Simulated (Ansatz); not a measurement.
Input of an Ansatz 0.2.0 run:

input.yaml

```yaml
crystal:
  lattice:
    - [-1.582345, 1.582345, 1.582345]
    - [1.582345, -1.582345, 1.582345]
    - [1.582345, 1.582345, -1.582345]
  atoms:
    - { symbol: W, position: [0.0, 0.0, 0.0] }
hamiltonian:
  xc: r2scan
  pseudopotentials: { kind: paw_fr }
  dispersion: d4
magnetization:
  noncollinear: true
  spin_orbit: true
kpoints:
  mp_grid: { grid: [18, 18, 18] }
scf:
  occupations: { method: gaussian, width: 0.05 }
  n_extra_bands: 6
output:
  forces: true
  stress: true
  eigenvalues: true
  dos: { projected: true, de: 0.05, nscf_kmesh: { grid: [18, 18, 18] } }
  write_density: true
  write_potential: true
  elf: true
  volumetric_format: npy
```

Potentials or basis: Ansatz PAW.

Launch:

```bash
$ ansatz run input.yaml --threads 1 --pin off --max-ram 2560MiB --backend cpu --events-out ev --progress --plain --runs-dir out
```

Problem. What does it give for the pressure?

Solution. -0.4 GPa.

Problem. Predict the band gap on the k mesh.

Solution. None (metal or under the smearing width).

Problem. What does it give for the density of states at the Fermi level?

Solution. 0.33 states/eV per cell.

States per cell in windows of 1 eV (zero at the Fermi level; states under -8 eV left out):
```csv
from (eV),total,W 5d j=2.5,W 5d j=1.5,W 6s j=0.5,W 5p j=1.5
-8.0,0.14,0.01,0.01,0.11,0.00
-7.0,0.43,0.14,0.09,0.19,0.01
-6.0,0.82,0.38,0.25,0.17,0.01
-5.0,0.69,0.37,0.24,0.06,0.01
-4.0,1.31,0.72,0.54,0.01,0.01
-3.0,1.34,0.60,0.60,0.09,0.01
-2.0,0.82,0.33,0.36,0.07,0.01
-1.0,0.32,0.15,0.10,0.02,0.00
0.0,0.55,0.34,0.18,0.01,0.00
1.0,0.89,0.54,0.32,0.01,0.00
2.0,1.02,0.59,0.40,0.01,0.00
3.0,1.57,0.96,0.49,0.08,0.00
4.0,0.57,0.28,0.14,0.09,0.00
5.0,0.35,0.16,0.08,0.07,0.00
6.0,0.32,0.12,0.05,0.06,0.00
7.0,0.31,0.06,0.03,0.07,0.00
```

Caveat: pairwise dispersion overbinds metals, which lowers pressure and volume; the PAW data sets come from PBE, with cores solved anew for the run's functional, which leaves a small shift of forces and pressure.
